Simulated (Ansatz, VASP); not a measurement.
# TlCl in VASP and in Ansatz

```
Tl Cl
1.0
     3.83400    0.00000    0.00000
     0.00000    3.83400    0.00000
     0.00000    0.00000    3.83400
Tl Cl
1 1
Direct
  0.00000 0.00000 0.00000
  0.50000 0.50000 0.50000
```

Alike in both runs: task single point; functional PBE; dispersion D3(BJ); k mesh 6 × 6 × 6; occupations gaussian, width 0.1 eV; no spin polarisation.

```csv
,VASP,Ansatz
version,VASP 6.6.1,Ansatz 0.2.0
potentials or method,"VASP PAW PBE potentials, release 64 (Tl_d, Cl)","scalar-relativistic, plane waves, PAW"
plane-wave cutoff (eV),520,420
valence electrons in the cell,20,20
```

```csv
,VASP,Ansatz,Ansatz less VASP
gap on the k mesh at the Fermi level (eV),2.08,2.07,-0.007
least direct gap on the mesh (eV),2.08,2.07,-0.007
pressure (GPa),0.4,0.5,+0.08
```

Ansatz warned: «dispersion_switch_in_reach».

Caveats: spin-orbit coupling is left out, which as a rule narrows the gap of such compounds by several tenths of an eV. A k mesh can miss the band edges.
